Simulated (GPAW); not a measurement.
Crystal: Bi.

```
Bi
1.0
    -1.98143    1.98143    1.98143
     1.98143   -1.98143    1.98143
     1.98143    1.98143   -1.98143
Bi
1
Direct
  0.00000 0.00000 0.00000
```

This isn't the form of Bi at room conditions, which is rhombohedral.

Program: GPAW 26.7.0. Alike in all runs: cell as given; k mesh 9 × 9 × 9; cutoff (eV) 600; smearing fermi-dirac 0.05 eV.

Order these runs on this cell by their pressure, lowest first.
A. level PBEsol; potentials or basis PAW data sets generated in the run's folder for this functional, pw; spin off
B. level r2SCAN; potentials or basis GPAW PAW data sets (gpaw-data 1.2.1), pw; spin SOC, no magnetisation; band path GHNGPH,PN; band points 100; spin axis theta (degrees) 0; spin axis phi (degrees) 0
C. level BLYP; potentials or basis PAW data sets generated in the run's folder for this functional, pw; spin off; band path GHNGPH,PN; band points 80; eigensolver davidson

A (-2.1 GPa), B (0.1 GPa), C (4.9 GPa).

Caveats: spin-orbit coupling was added after a scalar SCF, so levels and gaps hold it while energy, forces, pressure and moments don't (some runs); the PAW data sets were made with another functional, which shifts forces and pressure a little (some runs).

Not every run made on this cell is shown here.
